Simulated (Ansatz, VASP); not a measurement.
**One calculation of SiNi, two programs**

```
Ni Si
1.0
     2.66944    0.00000    0.00000
    -1.33472    2.31180    0.00000
     0.00000    0.00000    3.58042
Ni Si
1 1
Direct
  0.00000 0.00000 0.00000
  0.33333 0.66667 0.50000
```

Alike in both runs: functional PBE; k mesh 15 × 15 × 13; occupations fermi-dirac, width 0.05 eV; no spin polarisation.

Ansatz relaxed the structure, and its values are those at the end. VASP's run is a single point on that final structure, the one shown.

|  | VASP | Ansatz |
| --- | --- | --- |
| version | VASP 6.6.1 | Ansatz 0.2.0 |
| potentials or method | VASP PAW PBE potentials, release 64 (Ni, Si), cutoff 520 eV | all-electron LAPW, scalar-relativistic |

```tsv
	VASP	Ansatz	Ansatz less VASP
pressure (GPa)	12.0	12.0	-0.06
```

Ansatz ran all-electron here, so the differences hold the error of VASP's frozen core and of both bases.

Spin polarisation is off, so any magnetic state and its effect on volume and gap are missing.
